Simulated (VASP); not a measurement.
Here is a VASP 6.6.1 calculation.

INCAR

```
SYSTEM = TiAl3
ALGO = Normal
EDIFF = 1E-6
EDIFFG = -0.01
ENCUT = 600
IBRION = 2
ISIF = 3
ISMEAR = 1
LASPH = .True.
LCHARG = .False.
LMIXTAU = .True.
LREAL = .False.
LWAVE = .False.
METAGGA = R2SCAN
NELM = 80
NSW = 90
PREC = Accurate
SIGMA = 0.1
```

File KPOINTS:

```
k-points
0
Gamma
  14 14 14
  0 0 0
```

Contents of POSCAR:

```
TiAl3
1.0
   -1.9111067713      1.9111067713      4.2806687947
    1.9111067713     -1.9111067713      4.2806687947
    1.9111067713      1.9111067713     -4.2806687947
Ti Al
1 3
Direct
    0.0000000000      0.0000000000      0.0000000000
    0.5000000000      0.5000000000      0.0000000000
    0.7500000000      0.2500000000      0.5000000000
    0.2500000000      0.7500000000      0.5000000000
```

Potentials or basis: VASP PAW PBE potentials, release 64 (Ti_sv, Al).

Run with:

```bash
$ cat potpaw_PBE.64/Ti_sv/POTCAR potpaw_PBE.64/Al/POTCAR > POTCAR
$ mpirun -np 1 vasp_std > vasp.out
```

(1) Predict the band gap on the k mesh.

Answers

(1) none (metal or under the smearing width).

Caveat: the relaxation stopped at its first step, so nothing moved.
